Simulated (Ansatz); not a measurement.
## Structure search for Hf4B3

Level of theory: DFT PBE, scalar-relativistic, plane waves, PAW in Ansatz 0.2.0. Settings: cutoff 420 eV, Γ-centred meshes spaced at most about 0.3 Å⁻¹, and about 0.25 Å⁻¹ or finer for metals (2π included), Gaussian smearing. No spin polarisation.

Formation energies are uncorrected and refer to the elements' standard structures at the same level.

Temperature and zero-point effects are left out. Larger cells and other orderings weren't all tried, so the list isn't exhaustive. Spin–orbit coupling, which can matter for Hf, is left out.

Invented guesses were relaxed alike, and ends that match in structure were merged. ΔE counts from the first row. Coordination counts B atoms around Hf (those within 1.25 times the shortest such distance or 1.15 times the sum of covalent radii; a plus sign parts nearer from farther groups; the shortest distance is added where it is long for a bond; a slash parts the counts of unlike sites). The ends were matched against large subsets of the Crystallography Open Database and the Materials Project, so a missing match doesn't prove that a structure is unreported.

| # | reached from | type and space group | atoms | Å³/atom | coordination | ΔE (meV/atom) | gap on mesh (eV) | in databases |
| --- | --- | --- | --- | --- | --- | --- | --- | --- |
| 1 | a cell proposed by chemical analogy | P-3m1 (No. 164) | 14 | 14.5 | Hf 4 from 6.9 Å/6/4+6 from 4.4 Å/12 | 0 | 0.00 | no match |
| 2 | a cell proposed by chemical analogy | I-43d (No. 220) | 14 | 14.8 | Hf 3+3 | 203 | 0.00 | no match |
| 3 | Ti3O4 type (I4/mmm) | I4/mmm (No. 139) | 7 | 15.8 | Hf 4/5 | 216 | 0.00 | no match |

The lowest: Space group P-3m1 (No. 164), trigonal, a = 3.167 Å, c = 23.363 Å. Around Hf on its first site lie 12 Hf at 3.10–3.20 Å; Hf on its second site is surrounded by 12 B at 2.52–2.53 Å and 6 Hf at 3.17 Å; around Hf on its third site lie 6 B at 2.50 Å and 9 Hf at 3.17–3.24 Å; Hf on its fourth site is surrounded by 12 Hf at 3.10–3.24 Å; around B on its first site lie 3 B at 1.83 Å and 6 Hf at 2.50–2.52 Å; 2 more sites not described. Its energy over the elements is −0.63 eV/atom. Whether it is stable depends on the other phases of the system, which aren't compared here. An observed structure of this formula, if there is one, may be missing.

```yaml
crystal:
  lattice:
    - [3.16654, 0.00000, 0.00000]
    - [-1.58327, 2.74230, 0.00000]
    - [0.00000, 0.00000, 23.36285]
  atoms:
    - { symbol: Hf, position: [0.66667, 0.33333, 0.44386] }
    - { symbol: Hf, position: [0.33333, 0.66667, 0.55614] }
    - { symbol: Hf, position: [0.00000, 0.00000, 0.92547] }
    - { symbol: Hf, position: [0.00000, 0.00000, 0.07453] }
    - { symbol: Hf, position: [0.00000, 0.00000, 0.22224] }
    - { symbol: Hf, position: [0.00000, 0.00000, 0.77776] }
    - { symbol: Hf, position: [0.66667, 0.33333, 0.66348] }
    - { symbol: Hf, position: [0.33333, 0.66667, 0.33652] }
    - { symbol: B, position: [0.33333, 0.66667, 0.14902] }
    - { symbol: B, position: [0.66667, 0.33333, 0.14933] }
    - { symbol: B, position: [0.33333, 0.66667, 0.99988] }
    - { symbol: B, position: [0.66667, 0.33333, 0.00012] }
    - { symbol: B, position: [0.66667, 0.33333, 0.85098] }
    - { symbol: B, position: [0.33333, 0.66667, 0.85067] }
```

The second: Space group I-43d (No. 220), cubic, a = 7.453 Å. Hf has 3 B at 2.39 Å, 3 B at 2.79 Å and 3 Hf at 2.99 Å; around B lie 4 Hf at 2.39 Å and 4 Hf at 2.79 Å. Counting B atoms around Hf, the first has Hf 4 from 6.9 Å/6/4+6 from 4.4 Å/12 and the second has Hf 3+3. The first holds B–B nets (shortest 1.83 Å); in the second the shortest B–B distance is 3.49 Å. Cells relaxed within their symmetry can be saddle points. Some structure types and database cells were kept out of the candidates from the start, so a known form may be missing.

The lowest structure is best read as an intergrowth: a slab of HfB2-like layers, with Hf between flat boron honeycombs, alternates with close-packed Hf that has no boron neighbours. Its advantage of 203 meV/atom over the I-43d cell probably comes from B–B bonding. Boron is electron-poor, and electrons donated by Hf help fill the bonding states of the nets, as in the known diboride. In the I-43d cell the boron atoms are 3.49 Å apart, which leaves essentially only Hf–B and Hf–Hf bonding. Packing alone doesn't explain the order, since the I4/mmm cell is clearly looser than the I-43d one yet lies only slightly higher.

The in-plane lattices of hafnium and its diboride are similar, so the two kinds of slab can join with little strain. The negative formation energy may therefore largely reflect the strongly bound diboride part, and is no sign of a distinct Hf4B3 compound. The segregation within the cell rather suggests a tendency to separate into HfB2 and boron-poor hafnium.
